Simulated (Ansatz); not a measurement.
Structure: a 6-atom cell of SiO2 built on the anatase structure (relaxed group I4_1/amd), at its r2SCAN minimum. It is tetragonal, I4_1/amd (No. 141); a = 3.490 Å, c = 8.405 Å in the conventional setting, 8.53 Å³ an atom. Si has 6 O at 1.76–1.78 Å; O has 3 Si at 1.76–1.78 Å.

```cif
data_structure
_symmetry_space_group_name_H-M 'I4_1/amd:1'
_symmetry_Int_Tables_number 141
_cell_length_a 3.4897
_cell_length_b 3.4897
_cell_length_c 8.4054
_cell_angle_alpha 90.000
_cell_angle_beta 90.000
_cell_angle_gamma 90.000
_cell_volume 102.36
loop_
_atom_site_label
_atom_site_type_symbol
_atom_site_symmetry_multiplicity
_atom_site_Wyckoff_symbol
_atom_site_fract_x
_atom_site_fract_y
_atom_site_fract_z
_atom_site_occupancy
Si1 Si 4 a 0.00000 0.00000 0.00000 1
O1 O 8 e 0.00000 0.50000 0.45906 1
```

4 runs of the PAW code Ansatz on this cell differ in the functional (and in the settings that go with it). Levels are in eV from each run's valence top; v1 is the last filled band, c1 the first empty one.

Run A, mean stress +8.9 GPa (compression positive):
```tsv
point	v4	v3	v2	v1	c1	c2
Γ	-0.88	-0.88	-0.73	-0.73	6.31	8.68
X	-2.11	-2.11	-0.09	-0.09	9.89	9.89
P	-2.02	-2.02	-0.02	-0.02	10.41	10.41
N	-1.98	-1.94	-1.34	-1.31	8.96	9.20
M	-2.15	-2.15	-0.51	-0.51	7.49	7.49
S	-1.95	-1.68	-1.25	-0.94	8.57	9.15
```

Run B, mean stress -1.4 GPa (compression positive):
```tsv
point	v4	v3	v2	v1	c1	c2
Γ	-0.84	-0.84	-0.80	-0.80	8.38	10.94
X	-2.08	-2.08	-0.09	-0.09	12.00	12.00
P	-1.96	-1.96	-0.01	-0.01	12.55	12.55
N	-2.12	-2.04	-1.43	-1.28	11.12	11.48
M	-2.25	-2.25	-0.55	-0.55	9.59	9.59
S	-1.90	-1.80	-1.32	-0.89	10.77	11.30
```

Run C, mean stress 0.0 GPa (compression positive):
```tsv
point	v4	v3	v2	v1	c1	c2
Γ	-0.90	-0.90	-0.78	-0.78	7.21	9.69
X	-2.14	-2.14	-0.10	-0.10	10.86	10.86
P	-2.05	-2.05	-0.03	-0.03	11.38	11.38
N	-2.02	-1.97	-1.38	-1.33	9.95	10.25
M	-2.18	-2.18	-0.54	-0.54	8.43	8.43
S	-1.98	-1.72	-1.29	-0.95	9.59	10.12
```

Run D, mean stress -1.5 GPa (compression positive):
```tsv
point	v4	v3	v2	v1	c1	c2
Γ	-0.84	-0.84	-0.81	-0.81	9.14	11.74
X	-2.08	-2.08	-0.09	-0.09	12.78	12.78
P	-1.96	-1.96	-0.01	-0.01	13.33	13.33
N	-2.13	-2.04	-1.44	-1.28	11.91	12.27
M	-2.25	-2.25	-0.55	-0.55	10.37	10.37
S	-1.90	-1.81	-1.32	-0.89	11.56	12.09
```

**Question.** Match the runs to PBE, r2SCAN, HSE06, PBE0.

**Answer.** A is PBE, B is HSE06, C is r2SCAN, D is PBE0. In order of the gap: PBE 6.31, r2SCAN 7.21, HSE06 8.38, PBE0 9.14 eV. The stress vanishes for r2SCAN, which relaxed the cell.

Simulation only: spin-unpolarised, and no claim that this is the phase found in nature.

The program warns that its thresholds are loose for a hybrid's stress.
